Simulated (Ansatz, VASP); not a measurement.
# One calculation of BN, two programs

File INCAR:

```
  ALGO = Normal
  EDIFF = 1E-8
  ENCUT = 520
  GGA = PE
  ISIF = 2
  ISMEAR = -1
  LASPH = T
  LCHARG = F
  LEFG = T
  LREAL = F
  LWAVE = F
  NBANDS = 16
  NELM = 100
  PREC = Accurate
  SIGMA = 0.02
```

File KPOINTS:

```
k-points
0
Gamma
  11 11 4
```

File POSCAR:

```
BN
1.0
    2.5205749141      0.0000000000      0.0000000000
   -1.2602874571      2.1828819078      0.0000000000
    0.0000000000      0.0000000000      6.7053151929
B N
2 2
Direct
    0.3333333333      0.6666666667      0.2500000000
    0.6666666667      0.3333333333      0.7500000000
    0.3333333333      0.6666666667      0.7500000000
    0.6666666667      0.3333333333      0.2500000000
```

Input for Ansatz:

```yaml
crystal:
  lattice:
    - [2.5205749141, 0.0, 0.0]
    - [-1.2602874571, 2.1828819078, 0.0]
    - [0.0, 0.0, 6.7053151929]
  atoms:
    - { symbol: B, position: [0.3333333333, 0.6666666667, 0.25] }
    - { symbol: B, position: [0.6666666667, 0.3333333333, 0.75] }
    - { symbol: "N", position: [0.3333333333, 0.6666666667, 0.75] }
    - { symbol: "N", position: [0.6666666667, 0.3333333333, 0.25] }
kpoints:
  mp_grid: { grid: [11, 11, 4] }
scf:
  occupations: { method: fermi_dirac, width: 0.02 }
hamiltonian:
  xc: pbe
  pseudopotentials: { kind: all_electron, datasets: crystal }
output:
  forces: true
  stress: true
  eigenvalues: true
  efg: { contact_densities: true }
```

Change from the starting cell: volume scaled by 1.02, crystal datasets.

Alike in both runs: task electric field gradients; functional PBE; k mesh 11 × 11 × 4; occupations fermi-dirac, width 0.02 eV; no spin polarisation.

|  | VASP | Ansatz |
| --- | --- | --- |
| version | VASP 6.6.1 | Ansatz 0.2.0 |
| potentials or method | VASP PAW PBE potentials, release 64 (B, N) | all-electron PAW with datasets made for the crystal, scalar-relativistic |
| plane-wave cutoff (eV) | 520 | see its input |

```csv
,VASP,Ansatz,Ansatz less VASP
gap on the k mesh at the Fermi level (eV),4.31,4.31,0.000
pressure (GPa),-1.3,-1.4,-0.10
largest component of the traceless stress (GPa),3.80,4.05,+0.252
Vzz of the field gradient on the site that differs most (V/Å²),34.6,28.6,-5.98
```

Ansatz ran all-electron here, so the differences hold the error of VASP's frozen core and of both bases.

Caveats: an odd mesh through Γ misses points on the zone boundary, where band edges often lie; this functional lacks dispersion, which binds the layers, so the pressure and a relaxed spacing across them are unreliable.
